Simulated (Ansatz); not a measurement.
# Which functional gives which lattice for MnO?

Starting cell:

```cif
data_structure
_symmetry_space_group_name_H-M 'P6_3mc'
_symmetry_Int_Tables_number 186
_cell_length_a 3.4584
_cell_length_b 3.4584
_cell_length_c 5.1189
_cell_angle_alpha 90.000
_cell_angle_beta 90.000
_cell_angle_gamma 120.000
_cell_volume 53.02
loop_
_atom_site_label
_atom_site_type_symbol
_atom_site_symmetry_multiplicity
_atom_site_Wyckoff_symbol
_atom_site_fract_x
_atom_site_fract_y
_atom_site_fract_z
_atom_site_occupancy
Mn1 Mn 2 b 0.33333 0.66667 0.98929 1
O1 O 2 b 0.33333 0.66667 0.39714 1
```

Ansatz, plane waves and PAW, scalar-relativistic (no spin–orbit coupling), 8×8×4 k-mesh. Spin-polarised, started with parallel moments of up to 4.5 μB. In the setting of the table the starting cell (space group P6_3mc) has 3.458 × 3.458 × 5.119 Å, angles 90.0 / 90.0 / 120.0°. Each functional was followed to zero pressure with shape and atoms relaxed, then fitted over four more volumes within ±4 % of it.

What cell, stiffness and gap does each give?


```csv
functional,V0 (Å³/atom),cell,B0 (GPa),B′ from the pressures,gap on the mesh,largest moment in an atom's sphere (μB),cutoff (eV)
r2SCAN +U (Mn: 1.9 eV),13.76,"3.449 × 3.449 × 5.339 Å, angles 90.0 / 90.0 / 120.0°",116,–,zero (metallic on this mesh),"4.11, parallel",500
PBEsol +U (Mn: 3.9 eV),13.77,"3.444 × 3.444 × 5.361 Å, angles 90.0 / 90.0 / 120.0°",114,–,zero (metallic on this mesh),"4.08, parallel",420
RPBE +U (Mn: 3.9 eV),14.03,"3.749 × 3.749 × 4.609 Å, angles 90.0 / 90.0 / 120.0°",106,4.4,zero (metallic on this mesh),"4.23, parallel",420
PBE + D3(BJ) +U (Mn: 3.9 eV),13.99,"3.459 × 3.459 × 5.404 Å, angles 90.0 / 90.0 / 120.0°",110,–,zero (metallic on this mesh),"4.11, parallel",420
```

The volumes span 1.9 %, from r2SCAN +U (Mn: 1.9 eV) to RPBE +U (Mn: 3.9 eV), and the stiffness falls as the cell grows. B′ is left blank where a third-order fit to these five points leaves it in doubt. The zeros are band overlaps of 0.00 to 0.11 eV, small enough to be the functionals' gap error. Of 5 runs of this kind 1 is left out: 1 is in doubt (a loose fit, a gap or moment that comes and goes along the fit, no cell at zero pressure, a state that may not be the lowest or a known fault).

Caveats: filled bands differ between k-points; not tested for a lower state; only parallel moments were run, and the real order may differ, which changes gaps; state of the open shells carried from another run.

Points behind the fit for PBE + D3(BJ) +U (Mn: 3.9 eV):

| V (Å³/atom) | E − Emin (meV/atom) | P (GPa) |
| --- | --- | --- |
| 13.442 | 7.74 | 4.62 |
| 13.722 | 1.79 | 2.25 |
| 14.002 | 0.00 | -0.14 |
| 14.282 | 2.08 | -2.24 |
| 14.562 | 7.68 | -4.15 |

The main difference lies in the shape of the cell, not its volume. Three functionals keep a moderately compressed wurtzite cell, while RPBE +U shortens c to 4.609 Å and widens a to 3.749 Å. This suggests flattening of the Mn–O bilayers towards the layered, fivefold-coordinated h-BN-like arrangement. High-spin d⁵ Mn²⁺ has almost no ligand-field preference for tetrahedral sites, so the path between the two forms is probably soft and sensitive to the functional. The RPBE volume and stiffness therefore mix a change of structure with the functional's weaker binding; among the other three, the larger cell is still the softer one, as expected for longer, weaker bonds.

The missing gap conflicts with the well-known insulating character of MnO. Besides underestimated d-level splitting, the imposed parallel order probably contributes, since it lets equal-spin d states on neighbouring Mn sites mix through oxygen and broaden. Without both shapes compared within one functional, the RPBE cell could be either a real preference or a separate local minimum.
